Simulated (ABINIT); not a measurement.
The system is KTaO3.

```
Ta K O
1.0
     3.98830    0.00000    0.00000
     0.00000    3.98830    0.00000
     0.00000    0.00000    3.98830
Ta K O
1 1 3
Direct
  0.00000 0.00000 0.00000
  0.50000 0.50000 0.50000
  0.00000 0.00000 0.50000
  0.00000 0.50000 0.00000
  0.50000 0.00000 0.00000
```

Base run:

| Property | Result |
| --- | --- |
| Program | ABINIT 10.8.3 (patched build) |
| Functional | LDA |
| Potentials or basis | JTH PAW LDA v2.0 |
| Cutoff | 626 eV |
| k mesh | 7 × 7 × 7 |
| Occupations | fermi-dirac, width 0.05 eV |
| Spin | no spin polarisation |

Its results: band gap on the k mesh 2.09 eV, indirect (least direct gap 2.66 eV); pressure -6.2 GPa.

**Question.** The run is repeated on the same cell with these changes: k mesh from 7 × 7 × 7 to 3 × 3 × 3. What comes out?

**Answer.** Band gap on the k mesh 2.25 eV, indirect (least direct gap 2.59 eV); pressure -5.9 GPa.

Caveats: some runs use coarse meshes; spin-orbit coupling is left out, which moves the levels of the heavy elements; the atomic spheres overlap; an odd mesh through Γ misses points on the zone boundary, where band edges often lie (some runs).
